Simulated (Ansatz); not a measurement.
A one-shot G0W0 calculation of CaF2 on the sites of the fluorite structure (relaxed group Fm-3m) with Ansatz 0.2.0, at the level G0W0@PBE with 120 empty bands, a screening cutoff of 120 eV and a 4×4×4 mesh. The geometry is the r2SCAN minimum.

```yaml
crystal:
  lattice:
    - [0.0, 2.7195928363, 2.7195928363]
    - [2.7195928363, 0.0, 2.7195928363]
    - [2.7195928363, 2.7195928363, 0.0]
  atoms:
    - { symbol: Ca, position: [0.0, 0.0, 0.0] }
    - { symbol: F, position: [0.75, 0.75, 0.75] }
    - { symbol: F, position: [0.25, 0.25, 0.25] }
kpoints:
  mp_grid: { grid: [4, 4, 4] }
hamiltonian:
  xc: pbe
scf:
  occupations: { method: fixed }
gw:
  n_empty_bands: 120
  ecut_chi: 120
  qp_bands: [v2, c2]
  qp_kpoints: band_edges
  screening: { model: contour_deformation }
```

Some lines of the output have been replaced by numbered gaps.
```
Pseudopotential: Ca, paw, valence charge 10, recommended cutoff 420 eV (normal)
Pseudopotential: F, paw, valence charge 7, recommended cutoff 420 eV (normal)
Functional definition: PBE
  parameter kappa = 0.804
  parameter beta = 0.06672455060314922
  exchange = pbe_x(kappa = kappa, mu = beta*pi^2/3)
  correlation = pbe_c(beta = beta)
Crystal: 3 atoms, lattice volume = 40.229 Å³
Basis set: ecut = 420 eV, 749 PW (Γ)
Bands: 16, of which v1, the nominal top of the filled ones, is band 12 counted from 1 (11 counted from 0)
Symmetry: 48 space group operations
Space group: Fm-3m (ITA 225)
k-points: 8 of 64
preconditioner: auto → none  [insulator: Δε(μ)=7.385 eV  ℏωp=27.5 eV]
SCF 1 converged in 6 iterations: F = -3439.794888 eV  dr2 = 1.55e-9
Free energy (F): -3439.794888 eV
Fermi energy:    3.448274 eV
--- Per-component energies (eV) ---
  E_band       = -183.364359
  E_kinetic    = 694.485319
  E_local      = -1778.499979
  E_nonlocal   = 210.202807
  E_hartree    = 633.091712
  E_xc         = -299.177037
  E_vxc        = -378.792622
  E_paw        = -1259.660289
  E_vpaw       = -196.948544
  E_ewald      = -1640.241517
--- G₀W₀: contour deformation, 5 samples at zero and on the imaginary axis and 1 off it, 64 q-points, 120 empty bands' worth ---
    ik  band        ε_KS         Σx   Σc(E_QP)       V_xc       Z   E_QP_lin       E_QP  E_QP is
     0    11      3.1915   -31.6952     5.6180   -23.9421  0.7949     1.0087     1.0564  root
     0    12      3.1915   -31.6952     5.6180   -23.9421  0.7949     1.0087     1.0564  root
     0    13     10.8247    -6.0115    -3.3633   -10.3336  0.8838    11.7881    11.7836  root
     0    14     12.6691  [1]
     1    11      2.9343   -31.2690     5.5950   -23.5023  0.7944     0.7119     0.7627  root
     1    12      2.9343   -31.2690     5.5950   -23.5023  0.7944     0.7119     0.7627  root
     1    13     12.1301  [2]
     1    14     12.7827    -8.2812    -4.6141   -15.9306  0.8524    15.8991    15.8180  root
     2    11      2.6051   -31.0636     5.6392   -23.1977  0.7926     0.3225     0.3784  root
     2    12      2.6051   -31.0636     5.6392   -23.1977  0.7926     0.3225     0.3784  root
     2    13     12.8905    -8.4085    -4.6348   -16.0987  0.8507    16.0301    15.9459  root
     2    14     12.8905    -8.4085    -4.6348   -16.0987  0.8507    16.0301    15.9459  root
     3    11      3.1926   -31.7329     5.6177   -23.9930  0.7947     1.0233     1.0705  root
     3    12      3.1926   -31.7329     5.6177   -23.9930  0.7947     1.0233     1.0705  root
     3    13     12.1173    -8.3025    -3.7336   -14.1963  0.8610    14.3097    14.2775  root
     3    14     13.0204    -6.9029    -3.9219   -12.6365  0.8690    14.8538    14.8320  root
     4    11      2.9569  [3]
     4    12      3.0388   -31.4154     5.5965   -23.6796  0.7943     0.8507     0.8995  root
     4    13     12.0475    -8.0887    -3.9134   -14.3786  0.8596    14.4650    14.4239  root
     4    14     13.2215    -8.5138    -4.8182   -16.5302  0.8474    16.5188    16.4197  root
     5    11      2.5013   -30.7148     5.5952   -22.8842  0.7928     0.2091     0.2658  root
     5    12      3.2343   -31.7697     5.6132   -24.0467  0.7947     1.0781     1.1245  root
     5    13     12.2675    -7.5274    -3.9841   -13.8172  0.8624    14.6116    14.5731  root
     5    14     12.9044    -8.6141    -4.5968   -16.2588  0.8500    16.0360    15.9523  root
     6    11      3.0797   -31.4079     5.5795   -23.7127  0.7943     0.9166     0.9640  root
     6    12      3.4483  [4]
     6    13     11.6110  [5]
     6    14     13.0441    -9.3185    -4.6017   -17.0415  0.8544    16.2451    16.1655  root
     7    11      3.1653   -31.5167     5.5758   -23.8401  0.7946     1.0180     1.0644  root
     7    12      3.3564  [6]
     7    13     11.9386  [7]
     7    14     13.2599  [8]
```

The points are ik 0 = (0, 0, 0) (Γ), ik 1 = (0, 0, 1/4), ik 2 = (0, 0, -1/2) (L), ik 3 = (0, 1/4, 1/4), ik 4 = (0, 1/4, -1/2), ik 5 = (0, 1/4, -1/4), ik 6 = (0, -1/2, -1/2) (X), ik 7 = (1/4, -1/2, -1/4) (W); band 12 is the last filled one.

Problem. Fill in the blanks. They hold quasiparticle rows.

Solution.
```
[1]
     0    14     12.6691    -7.9501    -4.6441   -15.6257  0.8545    15.7801    15.7007  root
[2]
     1    13     12.1301    -6.9973    -3.3594   -11.5805  0.8755    13.3620    13.3538  root
[3]
     4    11      2.9569   -31.2904     5.5980   -23.5292  0.7942     0.7434     0.7937  root
[4]
     6    12      3.4483   -32.1203     5.6500   -24.3860  0.7950     1.3196     1.3639  root
[5]
     6    13     11.6110    -8.0464    -3.7549   -14.0430  0.8618    13.8869    13.8526  root
[6]
     7    12      3.3564   -31.9799     5.6488   -24.2296  0.7948     1.2094     1.2549  root
[7]
     7    13     11.9386    -8.2755    -3.8224   -14.4270  0.8593    14.3065    14.2677  root
[8]
     7    14     13.2599    -8.5690    -4.8264   -16.5991  0.8467    16.5641    16.4637  root ?
```
Only the leading digits can be foreseen; the rest is this run's record.

It took 2.3 s on 1 × NVIDIA H100 80GB HBM3 with 2 threads of AMD EPYC 7R13 Processor (Zen 3), with other jobs on the host, load about 2.9 per core; peak host memory 1.1 GiB.

Spin-unpolarised throughout; all numbers are computed.
